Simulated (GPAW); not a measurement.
The system is Bi.

```
Bi
1.0
     2.26750    1.30914    3.93800
    -2.26750    1.30914    3.93800
     0.00000   -2.61828    3.93800
Bi
2
Direct
  0.76600 0.76600 0.76600
  0.23400 0.23400 0.23400
```

Base run:

- Program: GPAW 26.7.0
- Functional: r2SCAN
- Potentials or basis: GPAW PAW data sets (gpaw-data 1.2.1)
- Cutoff: 600 eV
- Basis: pw
- k mesh: 6 × 6 × 6
- Occupations: fermi-dirac, width 0.05 eV
- Spin: no spin polarisation

Its results: pressure 1.3 GPa; largest force 0.046 eV/Å.

Question: The run is repeated on the same cell with these changes: functional from r2SCAN to LDA; potentials or basis from GPAW PAW data sets (gpaw-data 1.2.1) to the program's PAW data sets (release 1.2.1) made for this functional. What comes out?

Answer: Pressure -1.6 GPa; largest force 0.047 eV/Å.

Caveats: the PAW data sets were made with another functional, which shifts forces and pressure a little (some runs).
